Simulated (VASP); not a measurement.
BN, 4 atoms in the cell. Symmetry: P6_3/mmc, No. 194, hexagonal system. The conventional cell has a = 2.512 Å, b = 2.512 Å, c = 8.371 Å, α = 90.00°, β = 90.00°, γ = 120.00°. Around B (site symmetry -6m2) lie 3 N at 1.45 Å. N (site symmetry -6m2) has 3 B at 1.45 Å as nearest neighbours.  The cell isn't the ideal one: relaxed again under DFT PBE, scalar-relativistic, plane waves, PAW.

```yaml
Program: VASP 6.6.1
Task: single point
Functional: PBE
Potentials_or_basis: VASP PAW PBE potentials, release 64 (B, N)
Cutoff: 520 eV
k_mesh: 12 × 12 × 4
Occupations: gaussian, width 0.02 eV
Spin: no spin polarisation
Dipole_correction: no
Further_INCAR_settings: ALGO = Fast; EDIFF = 1e-07; NBANDS = 16
```

Potentials or basis: VASP PAW PBE potentials, release 64 (B, N).

The run is started by

```sh
$ cat potpaw_PBE.64/B/POTCAR potpaw_PBE.64/N/POTCAR > POTCAR
$ mpirun -np 1 vasp_std > vasp.out
```

Hardware: 1 thread of Intel(R) Xeon(R) 6975P-C (Granite Rapids), on a shared host.

Problem. How long does it take, and how much memory?

Solution. Run time: 20 s on 1 thread of Intel(R) Xeon(R) 6975P-C (Granite Rapids), on a shared host, peak memory 0.17 GiB. Counts: scf iterations 16, k points 57.
